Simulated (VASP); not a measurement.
# NbN (Fm-3m) in VASP: notebook

Runs on NbN. Level: PBE. Tasks: relaxation of cell and atoms.

Everything below comes from runs of VASP 6.6.1. Logs are shortened: lines on timing, memory, paths and dates and some standing lists are left out, and cuts for length are marked.

### Step 1. The crystal as given

The structure is cubic, space group Fm-3m (No. 225). The conventional cell has a = 4.389 Å, b = 4.389 Å, c = 4.389 Å, α = 90.00°, β = 90.00°, γ = 90.00°. Nb (site symmetry m-3m) is surrounded by 6 N at 2.19 Å. N (site symmetry m-3m) is surrounded by 6 Nb at 2.19 Å.

Measurements of this composition are mostly on another form, of space group No. 194.

### Step 2. Relaxation of cell and atoms, PBE

File INCAR:

```
SYSTEM = NbN
ALGO = Normal
EDIFF = 1E-6
EDIFFG = -0.01
ENCUT = 300
GGA = PE
IBRION = 2
ISIF = 3
ISMEAR = 1
LASPH = .TRUE.
LCHARG = .FALSE.
LREAL = .FALSE.
LWAVE = .FALSE.
NELM = 80
NSW = 90
PREC = Accurate
SIGMA = 0.1
```

File KPOINTS:

```
k-points
0
G
  7 7 7
  0 0 0
```

File POSCAR:

```
NbN
1.0
    0.0000000000      2.1945000000      2.1945000000
    2.1945000000      0.0000000000      2.1945000000
    2.1945000000      2.1945000000      0.0000000000
Nb N
1 1
Direct
    0.5000000000      0.5000000000      0.5000000000
    0.0000000000      0.0000000000      0.0000000000
```

Potentials or basis: VASP PAW PBE potentials, release 64 (Nb_sv, N_s).

Launch:

```bash
$ cat potpaw_PBE.64/Nb_sv/POTCAR potpaw_PBE.64/N_s/POTCAR > POTCAR
$ mpirun -np 1 vasp_std > vasp.out
```

OUTCAR:

```text
SYSTEM = NbN
   EDIFF = 1E-6
   EDIFFG = -0.01
   ENCUT = 300
   GGA = PE
   IBRION = 2
   ISIF = 3
   ISMEAR = 1
   LASPH = .TRUE.
   LREAL = .FALSE.
   NELM = 80
   NSW = 90
   PREC = Accurate

 ion  position               nearest neighbor table
   1  0.500  0.500  0.500-   2 2.19   2 2.19   2 2.19   2 2.19   2 2.19   2 2.19
   2  0.000  0.000  0.000-   1 2.19   1 2.19   1 2.19   1 2.19   1 2.19   1 2.19

  LATTYP: Found a face centered cubic cell.
 ALAT       =     4.3890000000

  Lattice vectors:

 A1 = (   0.0000000000,   2.1945000000,   2.1945000000)
 A2 = (   2.1945000000,   0.0000000000,   2.1945000000)
 A3 = (   2.1945000000,   2.1945000000,   0.0000000000)

Analysis of symmetry for initial positions (statically):
=====================================================================
 Subroutine PRICEL returns:
 Original cell was already a primitive cell.

 Routine SETGRP: Setting up the symmetry group for a
 face centered cubic supercell.

 Subroutine GETGRP returns: Found 48 space group operations
 (whereof 48 operations were pure point group operations)
 out of a pool of 48 trial point group operations.

The static configuration has the point symmetry O_h .

Analysis of symmetry for dynamics (positions and initial velocities):
=====================================================================
 Subroutine PRICEL returns:
 Original cell was already a primitive cell.

 Routine SETGRP: Setting up the symmetry group for a
 face centered cubic supercell.

 Subroutine GETGRP returns: Found 48 space group operations
 (whereof 48 operations were pure point group operations)
 out of a pool of 48 trial point group operations.

The dynamic configuration has the point symmetry O_h .

 Subroutine INISYM returns: Found 48 space group operations
 (whereof 48 operations are pure point group operations),
 and found     1 'primitive' translations

----------------------------------------------------------------------------------------

                                     Primitive cell

  volume of cell :      21.1367

  direct lattice vectors                    reciprocal lattice vectors
     0.000000000  2.194500000  2.194500000    -0.227842333  0.227842333  0.227842333
     2.194500000  0.000000000  2.194500000     0.227842333 -0.227842333  0.227842333
     2.194500000  2.194500000  0.000000000     0.227842333  0.227842333 -0.227842333

  length of vectors
     3.103491663  3.103491663  3.103491663     0.394634497  0.394634497  0.394634497

  position of ions in fractional coordinates (direct lattice)
     0.500000000  0.500000000  0.500000000
     0.000000000  0.000000000  0.000000000

  ion indices of the primitive-cell ions
   primitive index   ion index
                 1           1
                 2           2

----------------------------------------------------------------------------------------

 KPOINTS: k-points

Automatic generation of k-mesh.
 Grid dimensions read from file:
 generate k-points for:    7    7    7

 Generating k-lattice:

  Cartesian coordinates                     Fractional coordinates (reciprocal lattice)
    -0.032548905  0.032548905  0.032548905     0.142857143  0.000000000  0.000000000
     0.032548905 -0.032548905  0.032548905     0.000000000  0.142857143  0.000000000
     0.032548905  0.032548905 -0.032548905     0.000000000  0.000000000  0.142857143

  Length of vectors
     0.056376357  0.056376357  0.056376357

  Shift w.r.t. Gamma in fractional coordinates (k-lattice)
     0.000000000  0.000000000  0.000000000

 Subroutine IBZKPT returns following result:
 ===========================================

 Found     20 irreducible k-points:

 Following reciprocal coordinates:
            Coordinates               Weight
  0.000000  0.000000  0.000000      1.000000
  0.142857  0.000000  0.000000      8.000000
  0.285714  0.000000  0.000000      8.000000
  0.428571  0.000000  0.000000      8.000000
  0.142857  0.142857  0.000000      6.000000
  0.285714  0.142857  0.000000     24.000000
[... 12 lines left out ...]
 -0.428571  0.428571  0.142857     24.000000
 -0.285714  0.428571  0.142857     24.000000
   k-points           NKPTS =     20   k-points in BZ     NKDIM =     20   number of bands    NBANDS=     13
   number of dos      NEDOS =    301   number of ions     NIONS =      2
   total plane-waves  NPLWV =   5832
   dimension x,y,z NGX =    18 NGY =   18 NGZ =   18
   dimension x,y,z NGXF=    36 NGYF=   36 NGZF=   36
   ions per type =               1   1
   NGX,Y,Z   is equivalent  to a cutoff of   9.64,  9.64,  9.64 a.u.
   NGXF,Y,Z  is equivalent  to a cutoff of  19.28, 19.28, 19.28 a.u.
 SYSTEM =  NbN
   PREC   = accura    normal or accurate (medium, high low for compatibility)
   ISTART =      0    job   : 0-new  1-cont  2-samecut
   ICHARG =      2    charge: 1-file 2-atom 10-const
   ISPIN  =      1    spin polarized calculation?
   LNONCOLLINEAR =      F non collinear calculations
   LSORBIT =      F    spin-orbit coupling
   LASPH  =      T    aspherical Exc in radial PAW
   ENCUT  =  300.0 eV  22.05 Ry    4.70 a.u.   4.38  4.38  4.38*2*pi/ulx,y,z
   NELM   =     80;   NELMIN=  2; NELMDL= -5     # of ELM steps
   EDIFF  = 0.1E-05   stopping-criterion for ELM
   LREAL  =      F    real-space projection
   EDIFFG = -.1E-01   stopping-criterion for IOM
   NSW    =     90    number of steps for IOM
   IBRION =      2    ionic relax: 0-MD 1-quasi-New 2-CG
   NFREE  =      1    steps in history (QN), initial steepest desc. (CG)
   ISIF   =      3    stress and relaxation
   ISYM   =      2    0-nonsym 1-usesym 2-fastsym
   POTIM  = 0.5000    time-step for ionic-motion
   TEBEG  =    0.0;   TEEND  =   0.0 temperature during run
   PSTRESS=    0.0 pullay stress
   NELECT =      18.0000    total number of electrons
   NUPDOWN=      -1.0000    fix difference up-down
   EMIN   =  10.00;   EMAX   =-10.00  energy-range for DOS
   EFERMI =   0.00;   METHOD = LEGACY
   ISMEAR =     1;   SIGMA  =   0.10  broadening in eV -4-tet -1-fermi 0-gaus
   EFERMI_NEDOS =   21; number of points for ismear=-14 and -15
   IALGO  =     38    algorithm
   IMIX   =      4    mixing-type and parameters
     AMIX     =   0.40;   BMIX     =  1.00
     AMIX_MAG =   1.60;   BMIX_MAG =  1.00
  volume/ion in A,a.u.               =      10.57        71.32
  Fermi-wavevector in a.u.,A,eV,Ry     =   1.551744  2.932371 32.761598  2.407910
  Thomas-Fermi vector in A             =   2.656219
   LORBIT       =      0    0 simple, 1 ext, 2 COOP (PROOUT), +10 PAW based schemes
   GGA     = PE    functional components
   LHFCALC =     F    Hartree Fock is set to
   AEXX    =    0.0000 exact exchange contribution
   IVDW    =     0    specifies the selected vdW correction
   LEPSILON=     F    determine dielectric tensor
   LRPA    =     F    only Hartree local field effects (RPA)
 conjugate gradient relaxation of ions
 non-spin polarized calculation
 Methfessel and Paxton  Order N= 1 SIGMA  =   0.10
  energy-cutoff  :      300.00
  volume of cell :       21.14
 maximum number of plane-waves:       262
 NGX is ok and might be reduce to    18
   NGX =  9   NGY =  9   NGZ =  9

--------------------------------------- Ionic step        1  -------------------------------------------

 number of electron      18.0000000 magnetization

 Free energy of the ion-electron system (eV)
  ---------------------------------------------------
  ext. energy  EPLUGINS =         0.00000000
  ---------------------------------------------------
  free energy    TOTEN  =       -20.53152682 eV

  energy without entropy =      -20.52960252  energy(sigma->0) =      -20.53088539

------------------------ aborting loop because EDIFF is reached ----------------------------------------

  FORCE on cell =-STRESS in cart. coord.  units (eV):
  Direction    XX          YY          ZZ          XY          YZ          ZX
  --------------------------------------------------------------------------------------
  -------------------------------------------------------------------------------------
  Total        0.6199695      0.6199695      0.6199695      0.0000000     -0.0000000     -0.0000000
  in kB       46.9941860     46.9941860     46.9941860      0.0000000     -0.0000000     -0.0000000
  external PRESSURE =      46.9941860 kB  Pullay stress =       0.0000000 kB

 VOLUME and BASIS-vectors are now :
 -----------------------------------------------------------------------------
  energy-cutoff  :      300.00
  volume of cell :       21.14
      direct lattice vectors                 reciprocal lattice vectors
     0.000000000  2.194500000  2.194500000    -0.227842333  0.227842333  0.227842333
     2.194500000  0.000000000  2.194500000     0.227842333 -0.227842333  0.227842333
     2.194500000  2.194500000  0.000000000     0.227842333  0.227842333 -0.227842333
[... 37 lines left out ...]
 POSITION                                       TOTAL-FORCE (eV/Angst)
 -----------------------------------------------------------------------------------
      2.22732      2.22732      2.22732         0.000000      0.000000     -0.000000
      4.45464      4.45464      4.45464        -0.000000     -0.000000      0.000000
 -----------------------------------------------------------------------------------
    total drift:                               -0.000000      0.000000     -0.000000

  FREE ENERGIE OF THE ION-ELECTRON SYSTEM (eV)
  ---------------------------------------------------
  free  energy   TOTEN  =       -20.5153425751 eV

  energy  without entropy=      -20.5134439768  energy(sigma->0) =      -20.51470971

--------------------------------------- Ionic step        3  -------------------------------------------

 number of electron      17.9999998 magnetization

 Free energy of the ion-electron system (eV)
  ---------------------------------------------------
  ext. energy  EPLUGINS =         0.00000000
  ---------------------------------------------------
  free energy    TOTEN  =       -20.53577445 eV

  energy without entropy =      -20.53385762  energy(sigma->0) =      -20.53513551

 E-fermi :  14.0890     XC(G=0): -13.3184

 val. band max:       14.0502726228   @ k =   0.2857   0.0000   0.0000
 cond. band min:      14.0908144716   @ k =  -0.2857   0.1429   0.0000
 fundamental gap:      0.0405418488
 Fermi energy:        14.0890098077

 k-point     1 :       0.0000    0.0000    0.0000
  band No.  band energies     occupation
      1     -42.2393      2.00000
      2     -17.9193      2.00000
      3     -17.9193      2.00000
      4     -17.9193      2.00000
      5      -3.3679      2.00000
      6      10.8575      2.00000
      7      10.8575      2.00000
      8      10.8575      2.00000
      9      12.1782      2.00000
     10      12.1782      2.00000
     11      12.1782      2.00000
     12      14.0288      1.84224
     13      14.0288      1.84223

 k-point     2 :       0.1429    0.0000    0.0000
  band No.  band energies     occupation
      1     -42.2152      2.00000
      2     -18.1241      2.00000
      3     -17.9365      2.00000
      4     -17.9365      2.00000
      5      -2.9506      2.00000
      6       9.1675      2.00000
      7       9.5725      2.00000
      8       9.5725      2.00000
      9      12.7664      2.00000
     10      12.7664      2.00000
     11      12.9301      2.00000
[... 310 lines left out ...]
 POSITION                                       TOTAL-FORCE (eV/Angst)
 -----------------------------------------------------------------------------------
      2.20474      2.20474      2.20474        -0.000000     -0.000000      0.000000
      0.00000      0.00000      0.00000         0.000000      0.000000     -0.000000
 -----------------------------------------------------------------------------------
    total drift:                               -0.000000     -0.000000     -0.000000

  FREE ENERGIE OF THE ION-ELECTRON SYSTEM (eV)
  ---------------------------------------------------
  free  energy   TOTEN  =       -20.5357744483 eV

  energy  without entropy=      -20.5338576203  energy(sigma->0) =      -20.53513551

 reached required accuracy - stopping structural energy minimisation
```

It took 5.3 s on 1 thread of Intel Xeon 6975P-C (Granite Rapids), shared host; peak memory 0.12 GiB.

These settings aren't checked as converged: the numbers below hold their error.

Results:

```yaml
Free_energy: -20.5358 eV
Relaxed_volume: 10.72 Å³/atom
Relaxed_cell: a = 3.118 Å, b = 3.118 Å, c = 3.118 Å, α = 60.00°, β = 60.00°, γ = 60.00°
Space_group_after_relaxing_to_0.05_Å: Fm-3m (No. 225)
Energy_gained_by_relaxing: 2.1 meV/atom
Ionic_steps: 3
```

Caveat: the cutoff is under 1.25 times the usual one of these potentials, so pressure, stress and relaxed cells hold a basis-set (Pulay) error; the bands computed are all filled at some k points, so no gap is given.

### Step 3. Relaxation of cell and atoms, PBE

This run uses another cell than the first one, of 10.72 Å³/atom, 1.014 times its volume.

INCAR: that of step 2 with these lines changed.

```diff
@@ -2,4 +2,4 @@
 ALGO = Normal
-EDIFF = 1E-6
-EDIFFG = -0.01
+EDIFF = 1E-7
+EDIFFG = -0.005
 ENCUT = 300
```

KPOINTS is that of step 2.

File POSCAR:

```
NbN                                     
1.0
    0.0000000000      2.2047385478      2.2047385478
    2.2047385478     -0.0000000000      2.2047385478
    2.2047385478      2.2047385478     -0.0000000000
  Nb              N             
     1     1
Direct
     0.5000000000000000    0.5000000000000000    0.5000000000000000
     0.0000000000000000    0.0000000000000000    0.0000000000000000
```

Potentials or basis: VASP PAW PBE potentials, release 64 (Nb_sv, N_s).

Launch:

```bash
$ cat potpaw_PBE.64/Nb_sv/POTCAR potpaw_PBE.64/N_s/POTCAR > POTCAR
$ mpirun -np 1 vasp_std > vasp.out
```

It took 5.4 s on 1 thread of Intel Xeon 6975P-C (Granite Rapids), shared host; peak memory 0.11 GiB.

The run converged, but some of its settings lie outside the range that counts as converged, so its numbers aren't taken as properties of the crystal.

Results:

```yaml
Free_energy: -20.5416 eV
Relaxed_volume: 10.73 Å³/atom
Relaxed_cell: a = 3.119 Å, b = 3.119 Å, c = 3.119 Å, α = 60.00°, β = 60.00°, γ = 60.00°
Space_group_after_relaxing_to_0.05_Å: Fm-3m (No. 225)
Energy_gained_by_relaxing: 0.0 meV/atom
Ionic_steps: 3
```

Caveat: the cutoff is under 1.25 times the usual one of these potentials, so pressure, stress and relaxed cells hold a basis-set (Pulay) error; the bands computed are all filled at some k points, so no gap is given.
